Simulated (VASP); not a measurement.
# Lattice of SiC (Moissanite), functional by functional, part 2 of 2

How much does the relaxed cell of SiC (Moissanite) depend on the functional? The starting structure is a measured crystal structure from the Crystallography Open Database. The first relaxation on each setting starts from this cell expanded by 3 % in volume.

VASP 6.6.1.

Results so far: PBEsol 10.36 Å³ an atom; LDA 10.16 Å³ an atom; PBE 10.50 Å³ an atom.

## (5) Relaxation with PBEsol + D3(BJ)

Level of this step: PBEsol with D3(BJ); plane waves and PAW (Si, C) (VASP).

D3 with Becke-Johnson damping keeps a finite attraction at short range. This run starts from the cell of an earlier relaxation, which isn't shown; the restart sets up the plane waves anew.

File INCAR:

```
SYSTEM = SiC
PREC = Accurate
ENCUT = 520
EDIFF = 1E-06
NELM = 100
ISMEAR = 0
SIGMA = 0.03
LREAL = .FALSE.
ALGO = Normal
GGA = PS
IVDW = 12
NBANDS = 14
LORBIT = 11
LWAVE = .FALSE.
LCHARG = .FALSE.
KPAR = 8
IBRION = 2
NSW = 50
ISIF = 3
EDIFFG = -0.006
```

File POSCAR:

```
SiC
1.0
    3.0602761301      0.0000000000      0.0000000000
   -1.5301380651      2.6502768712      0.0000000000
    0.0000000000      0.0000000000      5.0208622260
Si C
2 2
Direct
    0.6666666667      0.3333333333      0.5045869685
    0.3333333333      0.6666666667      0.0045869685
    0.6666666667      0.3333333333      0.8804130315
    0.3333333333      0.6666666667      0.3804130315
```

File KPOINTS:

```
Automatic mesh
0
Gamma
9 9 4
0 0 0
```

Potentials, in the order of the species: Si and C (PBE family, release 64).

The run is started by

```
$ mpirun -np 8 vasp_std
```

What it wrote:

```text
[banner, memory and clock lines left out]
running    8 mpi-ranks, on    1 nodes
[...]
[... a notice as in an earlier step ...]

 [... a notice as in an earlier step ...]

 LDA part: xc-table for (Slater+PW92), standard interpolation
 POSCAR, INCAR and KPOINTS ok, starting setup
[...]
entering main loop
       N       E                     dE             d eps       ncg     rms          rms(c)
DAV:   1     0.268217439453E+02    0.26822E+02   -0.72567E+03  1008   0.102E+03
DAV:   2    -0.328154201405E+02   -0.59637E+02   -0.54219E+02  1380   0.170E+02
DAV:   3    -0.354897985482E+02   -0.26744E+01   -0.26606E+01  1386   0.344E+01
DAV:   4    -0.355132579272E+02   -0.23459E-01   -0.23454E-01  1146   0.391E+00
[...]
DAV:  10    -0.318136964797E+02   -0.12190E-03   -0.56573E-04  1248   0.161E-01    0.536E-02
DAV:  11    -0.318137007448E+02   -0.42651E-05   -0.33564E-05  1224   0.476E-02    0.120E-02
DAV:  12    -0.318137009550E+02   -0.21021E-06   -0.22156E-06  1150   0.102E-02
   1 F= -.32797560E+02 E0= -.32797560E+02  d E =-.327976E+02
[...]
reached required accuracy - stopping structural energy minimisation
```

Run time: 3.6 s. Hardware: 8 MPI ranks of Intel Xeon 6975P-C (Granite Rapids), shared host; peak memory 1.4 GiB.

OUTCAR, selected parts (step 5):

```text
 Edisp (eV)   -0.98386

  Total       0.00198     0.00198     0.00222    -0.00000     0.00000     0.00000
  in kB       0.07788     0.07788     0.08721    -0.00000     0.00000     0.00000
  external pressure =        0.08 kB  Pullay stress =        0.00 kB

 POSITION                                       TOTAL-FORCE (eV/Angst)
 -----------------------------------------------------------------------------------
      1.53014      0.88343      2.53346         0.000000     -0.000000      0.000313
     -0.00000      1.76685      0.02303        -0.000000      0.000000      0.000313
      1.53014      0.88343      4.42043         0.000000     -0.000000     -0.000313
     -0.00000      1.76685      1.91000         0.000000      0.000000     -0.000313
 -----------------------------------------------------------------------------------
    total drift:                               -0.000000      0.000000     -0.000166

  FREE ENERGIE OF THE ION-ELECTRON SYSTEM (eV)
  ---------------------------------------------------
  free  energy   TOTEN  =       -32.7975598483 eV

  energy  without entropy=      -32.7975598483  energy(sigma->0) =      -32.79755985

[... 2 parts as in an earlier step ...]

[... 2 further parts left out ...]
[key lines of the parts left out:]
E-fermi :   8.5221
```

With PBEsol + D3(BJ) the relaxed cell holds 10.181 Å³ an atom, -1.55 % against the measured cell, with a = 3.060 Å and c = 5.021 Å. That is -1.69 % from PBEsol.

## (6) Relaxation with r2SCAN

r2SCAN adds the kinetic-energy density, costs more than a GGA and is run with LASPH. This run starts from the cell of an earlier relaxation, which isn't shown; the restart sets up the plane waves anew.

INCAR: that of step 5 with these lines changed.

```diff
@@ -9,4 +9,4 @@
 ALGO = Normal
-GGA = PS
-IVDW = 12
+METAGGA = R2SCAN
+LASPH = .TRUE.
 NBANDS = 14
```

File POSCAR:

```
SiC
1.0
    3.0744290569      0.0000000000      0.0000000000
   -1.5372145285      2.6625336654      0.0000000000
    0.0000000000      0.0000000000      5.0466526391
Si C
2 2
Direct
    0.6666666667      0.3333333333      0.5045917930
    0.3333333333      0.6666666667      0.0045917930
    0.6666666667      0.3333333333      0.8804082070
    0.3333333333      0.6666666667      0.3804082070
```

KPOINTS is that of step 5.

The run is started by

```
$ mpirun -np 8 vasp_std
```

What it wrote:

```text
[banner, memory and clock lines left out]
running    8 mpi-ranks, on    1 nodes
[...]
[... a notice as in an earlier step ...]

 [... a notice as in an earlier step ...]

 LDA part: xc-table for (None), standard interpolation
 POSCAR, INCAR and KPOINTS ok, starting setup
[...]
entering main loop
       N       E                     dE             d eps       ncg     rms          rms(c)
DAV:   1     0.216992645838E+02    0.21699E+02   -0.76224E+03  1008   0.106E+03
DAV:   2    -0.417771117889E+02   -0.63476E+02   -0.57992E+02  1340   0.178E+02
DAV:   3    -0.446259848009E+02   -0.28489E+01   -0.28344E+01  1386   0.365E+01
DAV:   4    -0.446520194345E+02   -0.26035E-01   -0.26030E-01  1116   0.416E+00
[...]
DAV:  11    -0.386380548006E+02    0.25694E-06   -0.47872E-05  1272   0.553E-02    0.835E-03
DAV:  12    -0.386380558451E+02   -0.10445E-05   -0.25385E-06  1236   0.130E-02    0.395E-03
DAV:  13    -0.386380557074E+02    0.13769E-06   -0.22589E-07   696   0.325E-03
   1 F= -.38638056E+02 E0= -.38638056E+02  d E =-.386381E+02
[...]
reached required accuracy - stopping structural energy minimisation
```

It took 11 s on 8 MPI ranks; peak memory 1.3 GiB; 78 s of CPU time.

From OUTCAR (step 6):

```text
  Total        0.0054091      0.0054091      0.0048828     -0.0000000     -0.0000000      0.0000000
  in kB        0.2097841      0.2097841      0.1893715     -0.0000000     -0.0000000      0.0000000
  external PRESSURE =       0.2029799 kB  Pullay stress =       0.0000000 kB

 POSITION                                       TOTAL-FORCE (eV/Angst)
 -----------------------------------------------------------------------------------
      1.53721      0.88751      2.54650         0.000000     -0.000000     -0.000006
     -0.00000      1.77502      0.02317        -0.000000      0.000000     -0.000006
      1.53721      0.88751      4.44311        -0.000000      0.000000      0.000006
     -0.00000      1.77502      1.91979         0.000000     -0.000000      0.000006
 -----------------------------------------------------------------------------------
    total drift:                               -0.000000     -0.000000     -0.000178

  FREE ENERGIE OF THE ION-ELECTRON SYSTEM (eV)
  ---------------------------------------------------
  free  energy   TOTEN  =       -38.6380557074 eV

  energy  without entropy=      -38.6380557074  energy(sigma->0) =      -38.63805571

[... 2 parts as in an earlier step ...]

[... 2 further parts left out ...]
[key lines of the parts left out:]
E-fermi :   8.2881
```

With r2SCAN the relaxed cell holds 10.328 Å³ an atom, -0.13 % against the measured cell, with a = 3.074 Å and c = 5.047 Å. That is -0.27 % from PBEsol.

## (7) Relaxation with r2SCAN + rVV10

rVV10 adds a nonlocal correlation energy for dispersion. This run starts from the cell of an earlier relaxation, which isn't shown; the restart sets up the plane waves anew.

INCAR: that of step 6 with these lines changed.

```diff
@@ -10,2 +10,6 @@
 METAGGA = R2SCAN
+LUSE_VDW = .TRUE.
+IVDW_NL = 2
+BPARAM = 11.95
+CPARAM = 0.0093
 LASPH = .TRUE.
```

File POSCAR:

```
SiC
1.0
    3.0716934287      0.0000000000      0.0000000000
   -1.5358467144      2.6601645418      0.0000000000
    0.0000000000      0.0000000000      5.0428313503
Si C
2 2
Direct
    0.6666666667      0.3333333333      0.5046132535
    0.3333333333      0.6666666667      0.0046132535
    0.6666666667      0.3333333333      0.8803867465
    0.3333333333      0.6666666667      0.3803867465
```

KPOINTS is that of step 6.

The run is started by

```
$ mpirun -np 8 vasp_std
```

What it wrote:

```text
[banner, memory and clock lines left out]
running    8 mpi-ranks, on    1 nodes
[...]
[... a notice as in an earlier step ...]

|                                                                             |
|               ----> ADVICE to this user running VASP <----                  |
|                                                                             |
|     You have switched on vdW-DFT.                                           |
|     This routine was written and supplied by Jiri Klimes. We recommend      |
|     that you carefully read and cite the following publications:            |
|       J. Klimes, D.R. Bowler, A. Michelides                                 |
|          J. Phys.: Cond Matt. 22 022201 (2010)                              |
|       J. Klimes, D.R. Bowler, A. Michelides                                 |
|          Phys. Rev. B. 83, 195131 (2011)                                    |
|     and references therein.                                                 |
[...]
Total rVV10 correction in eV:      0.2104452    18.8289737
Total rVV10 correction in eV:      0.2104452    18.8289737
Total rVV10 correction in eV:      0.2104452    18.8289737
DAV:  13    -0.384268805450E+02    0.70262E-07   -0.20021E-07   690   0.313E-03
Total rVV10 correction in eV:      0.2104433    18.8289737
Total rVV10 correction in eV:      0.2104433    18.8289737
Total rVV10 correction in eV:      0.2104433    18.8289737
Total rVV10 correction in eV:      0.2104433    18.8289737
Total rVV10 correction in eV:      0.2104433    18.8289737
Total rVV10 correction in eV:      0.2104433    18.8289737
Total rVV10 correction in eV:      0.2104433    18.8289737
Total rVV10 correction in eV:      0.2104433    18.8289737
Total rVV10 correction in eV:      0.2104436    18.8289737
Total rVV10 correction in eV:      0.2104436    18.8289737
Total rVV10 correction in eV:      0.2104436    18.8289737
Total rVV10 correction in eV:      0.2104436    18.8289737
Total rVV10 correction in eV:      0.2104436    18.8289737
Total rVV10 correction in eV:      0.2104436    18.8289737
Total rVV10 correction in eV:      0.2104436    18.8289737
Total rVV10 correction in eV:      0.2104436    18.8289737
   1 F= -.38426881E+02 E0= -.38426881E+02  d E =-.384269E+02
[...]
reached required accuracy - stopping structural energy minimisation
```

Elapsed: 35 s, on 8 MPI ranks; peak memory 2.1 GiB; 4.5 min of CPU time.

From OUTCAR (step 7):

```text
  Total        0.0050536      0.0050536      0.0039382     -0.0000000      0.0000000      0.0000000
  in kB        0.1964954      0.1964954      0.1531265     -0.0000000      0.0000000      0.0000000
  external PRESSURE =       0.1820391 kB  Pullay stress =       0.0000000 kB

 POSITION                                       TOTAL-FORCE (eV/Angst)
 -----------------------------------------------------------------------------------
      1.53585      0.88672      2.54468         0.000000      0.000000      0.000175
     -0.00000      1.77344      0.02326        -0.000000     -0.000000      0.000175
      1.53585      0.88672      4.43964        -0.000000     -0.000000     -0.000175
     -0.00000      1.77344      1.91823         0.000000      0.000000     -0.000175
 -----------------------------------------------------------------------------------
    total drift:                               -0.000000     -0.000000     -0.000193

  FREE ENERGIE OF THE ION-ELECTRON SYSTEM (eV)
  ---------------------------------------------------
  free  energy   TOTEN  =       -38.4268805450 eV

  energy  without entropy=      -38.4268805450  energy(sigma->0) =      -38.42688055

[... 2 parts as in an earlier step ...]

[... 2 further parts left out ...]
[key lines of the parts left out:]
E-fermi :   8.3061
```

With r2SCAN + rVV10 the relaxed cell holds 10.302 Å³ an atom, -0.38 % against the measured cell, with a = 3.072 Å and c = 5.043 Å. That is -0.52 % from PBEsol.

## (8) All runs side by side

| level | volume (Å³/atom) | against the measured cell (%) | a (Å) | c (Å) | pressure left (GPa) | core minutes |
| --- | --- | --- | --- | --- | --- | --- |
| PBEsol | 10.356 | 0.14 | 3.0775 | 5.0501 | 0.02 | 2.19 |
| LDA | 10.163 | -1.72 | 3.0583 | 5.0189 | -0.01 | 1.97 |
| PBE | 10.5 | 1.54 | 3.0917 | 5.0737 | 0.0 | 1.68 |
| PBEsol + D3(BJ) | 10.181 | -1.55 | 3.0603 | 5.0209 | 0.01 | 2.43 |
| r2SCAN | 10.328 | -0.13 | 3.0744 | 5.0467 | 0.02 | 6.91 |
| r2SCAN + rVV10 | 10.302 | -0.38 | 3.0717 | 5.0428 | 0.02 | 30.3 |

Core minutes are wall time times ranks, summed over the relaxations behind a row (those for a bulk modulus apart), on shared hosts.

## (9) What came out

```json
{
  "volume, PBEsol": "10.36 Å³/atom",
  "volume, LDA": "10.16 Å³/atom",
  "volume, PBE": "10.50 Å³/atom",
  "volume, PBEsol + D3(BJ)": "10.18 Å³/atom",
  "volume, r2SCAN": "10.33 Å³/atom",
  "volume, r2SCAN + rVV10": "10.30 Å³/atom"
}
```

**Reading.** Across 6 levels the volume of SiC (Moissanite) spans 3.3 %, from 10.16 Å³ an atom (LDA) to 10.50 Å³ (PBE). Against the measured volume of the starting structure, r2SCAN comes nearest (-0.1 %) and LDA lies farthest (-1.7 %). The measured cell holds zero-point expansion and, unless it was taken cold, thermal expansion, which the runs lack, so small differences decide nothing. Adding D3(BJ) to PBEsol changes the volume by -1.7 %. Adding rVV10 to r2SCAN changes the volume by -0.3 %. LASPH is on in some of these runs and off in others, which adds a little to the differences. All runs keep the symmetry of the start, so they can't find a distortion of lower symmetry. Further runs on this material are not shown.

[Lines on the potential files, build, host, timing and source positions are cut from VASP's logs without a mark.]

[Logs are printed without paths, hosts, clocks, repeated set-up lines and the standing remarks that a program may print on its own settings, such as how far it seeks lower states.]

[Hosts, paths, dates, database ids (printed as entryN), source tags and the programs' standing remarks are cut or masked in the printed files.]
